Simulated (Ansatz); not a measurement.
## Mg (diamond): energy against volume

Computed with Ansatz 0.2.0, DFT, PBE, plane waves (420 eV) with PAW, scalar-relativistic.

The cell is scaled uniformly from the relaxed one, with fractional coordinates and shape fixed. Energies are extrapolated to zero smearing, pressures are those at the given smearing. Magnetic state: spin not included.

A Birch-Murnaghan fit gives V₀ = 40.33 Å³/atom, B₀ = 11.1 GPa, B₀′ = 4.0.

Problem. What are the energy above the minimum and the pressure at 35.569 Å³/atom?

Solution. 23.9 meV/atom and 1.81 GPa as computed.

Problem. What are the energy above the minimum and the pressure at 37.185 Å³/atom?

Solution. 9.7 meV/atom and 1.09 GPa as computed.

Problem. What are the energy above the minimum and the pressure at 45.269 Å³/atom?

Solution. 17.3 meV/atom and -0.96 GPa as computed.
